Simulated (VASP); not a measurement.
The system is GaN.

```
CELL_PARAMETERS angstrom
0.00000 2.25000 2.25000
2.25000 0.00000 2.25000
2.25000 2.25000 0.00000
ATOMIC_POSITIONS crystal
Ga 0.00000 0.00000 0.00000
N 0.25000 0.25000 0.25000
```

The cell was built by a generator and needn't be a form met in nature.

- Program: VASP 6.6.1
- Task: relaxation of cell and atoms
- Functional: PBE
- Potentials or basis: VASP PAW PBE potentials, release 64 (Ga_d, N)
- Cutoff: 600 eV
- k mesh: 8 × 8 × 8
- Occupations: fermi-dirac, width 0.05 eV
- Spin: no spin polarisation

At the start: pressure 5.8 GPa; volume 11.39 Å³/atom.

Q: How do energy, volume and symmetry change on relaxing?

A: Over 3 steps the energy falls by 6.5 meV/atom and the volume is 11.76 Å³/atom (+3.3 %); space group F-43m (No. 216, to 0.05 Å).

Step by step:
```
step  energy change (eV)  largest force (eV/Å)  pressure (GPa)  volume (Å³)
   1              0.0000                0.0000            5.82        22.78
   2             -0.0038                0.0000           -4.39        24.17
   3             -0.0130                0.0000           -0.11        23.52
```

Final structure:
```
CELL_PARAMETERS angstrom
0.00000 2.27412 2.27412
2.27412 0.00000 2.27412
2.27412 2.27412 0.00000
ATOMIC_POSITIONS crystal
Ga 0.00000 0.00000 0.00000
N 0.25000 0.25000 0.25000
```
